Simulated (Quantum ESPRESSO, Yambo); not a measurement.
# AgBr (Bromargyrite): G0W0 on several meshes in Yambo, part 2 of 2

How does the mesh move the gap of AgBr (Bromargyrite)?

Quantum ESPRESSO 7.5 and Yambo 5.3.0; PBE and many-body steps on it, plane waves. Known limits of the many-body steps: not at the basis limit; d shell near the gap, gap tends to lie low; no spin-orbit coupling; coarse k mesh.

So far. Step 4 (4×4×4): The gap on the mesh goes from 0.68 eV to 2.10 eV, a correction of +1.43 eV. Step 5 (Empty states on the mesh, 2×2×2 mesh, 249 bands): On this mesh the gap is 0.676 eV.

### 6. Conversion and set-up

This step: Yambo 5.3.0; conversion and set-up on PBE, plane waves, norm-conserving pseudopotentials.

Run with:

```
(cd o/x.save; p2y > p2y.log; mv SAVE ../..); yambo > setup.log
```

What it wrote:

```text
 Yambo, version 5.3.0

 [02] CORE Variables Setup
 =========================

  [02.01] Unit cells
  ==================

  Cell kind             :  FCC
  Atoms in the cell     :  Ag  Br
  number of Ag atoms    :  1
  number of Br atoms    :  1

  List of atomic masses
  Mass of Ag    :  107.8700
  Mass of Br    :  79.90400

  List of atomic coordinates    : [cc]
  Ag1       :  0.000000  0.000000  0.000000  order 1
  Br1       :  5.456112  5.456112  5.456112  order 2

  Alat factors          :  5.456112  5.456112  5.456112 [a.u.]
  Direct lattice volume :  324.8477 [a.u.]
[...]
0.000000  0.000000  0.000000  0.000000  0.000000  0.000000  0.000000  0.000000

 [03] Transferred momenta grid and indexing
 ==========================================

 IBZ Q-points                                      :  3
 BZ  Q-points                                      :   8

 K/Q-points units:
 rlu = crystal or reduced units; cc = cartesian coordinates; iku = interal k-units

 Q [1]          [rlu]:  0.000000  0.000000  0.000000
 Q [2]          [rlu]: -0.17474E-16 -0.17474E-16 -0.50000
 Q [3]          [rlu]:  0.55646E-16 -0.50000     -0.50000

  [03.01] X indexes
  =================

   [03.01.01] Sigma indexes
   ========================

 [06] Game Over & Game summary
```

Elapsed: 2.5 s, on 1 MPI rank of Intel Xeon 6975P-C (Granite Rapids), shared host; peak memory 0.25 GiB.

### 7. 2×2×2

This step: G0W0 on PBE, plane waves, norm-conserving pseudopotentials.

Contents of gw11.in:

```
HF_and_locXC
gw0
dyson
ppa
em1d
rim_cut
RandQpts= 1000000
RandGvec= 1 RL
EXXRLvcs= 76 Ry
VXCRLvcs= 304 Ry
Chimod= "HARTREE"
% BndsRnXp
 1 | 249 |
%
NGsBlkXp= 17 Ry
% LongDrXp
 1 | 1 | 1 |
%
% GbndRnge
 1 | 249 |
%
DysSolver= "n"
ExtendOut
PPAPntXp= 27.21138 eV
% QPkrange
 2 | 2 | 17 | 20 |
 1 | 1 | 17 | 20 |
%
```

Run with:

```
OMP_NUM_THREADS=1 mpirun -n 4 yambo -F gw11.in -J gw11 -C gw11 > gw11.log
```

What it wrote:

```text
 Yambo, version 5.3.0

 [02] CORE Variables Setup
 =========================

  [... cell, symmetries and grids as in the set-up ...]

  [02.05] Energies & Occupations
  ==============================

  [X] === General ===
  [X] Electronic Temperature                        :  0.000000  0.000000 [eV K]
  [X] Bosonic    Temperature                        :  0.000000  0.000000 [eV K]
  [X] Finite Temperature mode                       : no
  [X] El. density                                   :  0.74786E+24 [cm-3]
  [X] Fermi Level                                   :  9.392987 [eV]

  [X] === Gaps and Widths ===
  [X] Conduction Band Min                           :  0.676466 [eV]
  [X] Valence Band Max                              :  0.000000 [eV]
  [X] Filled Bands                                  :  18
  [X] Empty Bands                                   :   19  249
  [X] Direct Gap                                    :  2.544364 [eV]
  [X] Direct Gap localized at k                     :  1
  [X] Indirect Gap                                  :  0.676466 [eV]
  [X] Indirect Gap between kpts                     :  2  1
  [X] Last valence band width                       :  2.238986 [eV]
  [X] 1st conduction band width                     :  3.113749 [eV]

 [03] Transferred momenta grid and indexing
 ==========================================

 IBZ Q-points                                      :  3
 BZ  Q-points                                      :   8

 K/Q-points units:
 rlu = crystal or reduced units; cc = cartesian coordinates; iku = interal k-units

 Q [1]          [rlu]:  0.000000  0.000000  0.000000
 Q [2]          [rlu]: -0.17474E-16 -0.17474E-16 -0.50000
 Q [3]          [rlu]:  0.55646E-16 -0.50000     -0.50000

 [04] Coloumb potential Random Integration (RIM)
[...]
QP @ state[ 1 ] b range:  17  20

 [xc] Functional : Perdew, Burke & Ernzerhof(X)+Perdew, Burke & Ernzerhof(C)
 [xc] LIBXC used to calculate xc functional
  PP Number of Atomic Species                      :  2
  NLCC RL compoments                               :  29123
  PP Number of Atomic Species                      :  2
  NLCC RL compoments                               :  29123

 [xc] E_xc :  -26.57791 [Ha]
      E_xc :  -53.15582 [Ry]

  Local XC kind (lXC) : Perdew, Burke & Ernzerhof(X)+Perdew, Burke & Ernzerhof(C)
  Non-Local XC kind (nlXC) : Hartree-Fock

  Corrections @ K [1] :  [eV]
 <17|nlXC|17> = -19.99463  0.60190E-17 <17|lXC|17> = -14.97752  0.000000
 <18|nlXC|18> = -19.99463  0.39054E-17 <18|lXC|18> = -14.97752 -0.37763E-15
 <19|nlXC|19> = -6.768266  0.19018E-17 <19|lXC|19> = -11.43893  0.000000
[...]
Corrections @ K [2] :  [eV]
[...]
<19|nlXC|19> = -4.763034 -0.13215E-18 <19|lXC|19> = -9.137120  0.18882E-15
 <20|nlXC|20> = -9.432133 -0.85367E-18 <20|lXC|20> = -14.47762  0.47204E-16

 [08] Dyson equation: Newton solver
 ==================================

  [08.01] G0W0 (W PPA)
  ====================

  [  GW  ] Bands range     :    1  249
  [GW/PPA] G damping       :  0.100000 [eV]

  QP @ state[ 1 ] K range:  1  2
  QP @ state[ 1 ] b range:  17  20

   Sc/G bands                                       :    1  249
   Sc/G damping                                     :  0.100000 ev
   Sc bands terminator                              : no
   Sx RL components                                 :   3719

   QP @ state[ 1 ] K range                          :  1  2
   QP @ state[ 1 ] b range                          :  17  20
   GF energies kind                                 : Perdew, Burke & Ernzerhof(X)+Perdew, Burke & Ernzerhof(C)
   GF WF`s kind                                     : Perdew, Burke & Ernzerhof(X)+Perdew, Burke & Ernzerhof(C)
   Xs energies kind                                 : Perdew, Burke & Ernzerhof(X)+Perdew, Burke & Ernzerhof(C)
   Xs WF`s kind                                     : Perdew, Burke & Ernzerhof(X)+Perdew, Burke & Ernzerhof(C)

 [11] Game Over & Game summary
```

The job ended after 40 s (4 MPI ranks; peak memory 1.5 GiB; 2.4 min of CPU time).

This step gave:

```yaml
g0w0_gap_on_the_points_computed: 2.107 eV
starting_gap_on_the_mesh: 0.6765 eV
k_of_the_valence_top: 0, 0, -0.5
k_of_the_conduction_bottom: 0, 0, 0
least_direct_g0w0_gap_on_the_computed_points: 4.473 eV
z_at_the_valence_top: 0.8014
z_at_the_conduction_bottom: 0.8229
```

Against G0W0 in Yambo (4×4×4 mesh, 249 bands, screening to 231.3 eV, Godby-Needs plasmon pole), the gap moves by +0.002 eV.

### 8. The runs together

Times are wall times on 4 MPI ranks of Intel Xeon 6975P-C (Granite Rapids), shared host, good to a factor of about two.

```
  run   mesh  bands  screening cutoff (eV)  DFT gap (eV)  gap on the mesh (eV)  direct (eV)     time
4×4×4  4×4×4    249                  231.3         0.676                 2.105        4.469  7.3 min
2×2×2  2×2×2    249                  231.3         0.676                 2.107        4.473     40 s
```

### 9. Results

| Item | Value |
| --- | --- |
| 4×4×4 | 2.105 eV |
| 2×2×2 | 2.107 eV |
| known limits | not at the basis limit; d shell near the gap, gap tends to lie low; no spin-orbit coupling; coarse k mesh |

What this shows: 2×2×2: +0.002 eV against 4×4×4. Bands and cutoff are finite, so the gap is not at the basis limit. The miss can reach some tenths of an eV and take either sign; the mesh is an error of its own. In the G0W0 runs levels were corrected at 2 k points alone, so a gap called «on the mesh» is the least over those, and an edge elsewhere would be missed. The 4×4×4 mesh is coarse for this cell, which bears on the long-range parts of exchange and screening. Mesh or cutoff lie under what a gap needs, so these runs test behaviour and cost; their gaps are not to be quoted. A d shell, filled or nearly so, lies near the gap. One-shot GW converges very slowly in bands there, not always from below, and on a semilocal start the gap tends to come out low; starts rich in exact exchange can overshoot instead. The many-body steps are scalar-relativistic: spin-orbit coupling is not in them.

[Paths, hosts, dates, memory and timing lines, banners, echoed tables and standing remarks are left out of the program output.]

[Logs are printed without paths, hosts, clocks, repeated set-up lines and the standing remarks that a program may print on its own settings, such as how far it seeks lower states.]

[Runs of the session that timed out or met a known fault of the program may be left out.]

[Hosts, paths, dates, database ids (printed as entryN), source tags and the programs' standing remarks are cut or masked in the printed files.]
